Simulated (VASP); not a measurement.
Here is a VASP 6.6.1 calculation.

INCAR

```
PREC = Accurate ; ENCUT = 520
EDIFF = 1E-6 ; ISMEAR = -1
SIGMA = 0.05 ; LREAL = F
LASPH = T ; NELM = 80
ALGO = Normal ; ISIF = 2
LWAVE = F ; LCHARG = T
GGA = PS ; LELF = T
LVHAR = T ; NBANDS = 16
```

KPOINTS

```
Automatic mesh
0
Gamma
  8 8 8
```

POSCAR

```
InAs
1.0
    0.0000000000      3.0180000000      3.0180000000
    3.0180000000      0.0000000000      3.0180000000
    3.0180000000      3.0180000000      0.0000000000
In As
1 1
Direct
    0.0000000000      0.0000000000      0.0000000000
    0.7500000000      0.7500000000      0.7500000000
```

Potentials or basis: VASP PAW PBE potentials, release 64 (In_d, As).

Launch:

```bash
$ cat potpaw_PBE.64/In_d/POTCAR potpaw_PBE.64/As/POTCAR > POTCAR
$ mpirun -np 1 vasp_std > vasp.out
```

Task: What does it give for the band gap on the k mesh?

Result: Zero (filled and empty bands touch).

Task: Estimate the pressure.

Result: 1.6 GPa.

Caveat: the PAW data sets were made with another functional, which shifts forces and pressure a little; spin-orbit coupling is left out, which moves the levels of the heavy elements.

**Measured values to compare with.**

A printed reference work, data compilation reports, for a bulk crystal of InAs at 4.2 K: band gap 0.418 eV (direct).

Against the measured gap of InAs, 0.418 eV (direct; 4.2 K; a printed reference work, data compilation), the calculated 0.00 eV is off by -0.42 eV. Spin-orbit coupling on As, In is left out. The value is that of PBEsol on a finite k mesh, which can miss the band edges, without temperature or zero-point motion. Semilocal functionals fall short of measured gaps as a rule.
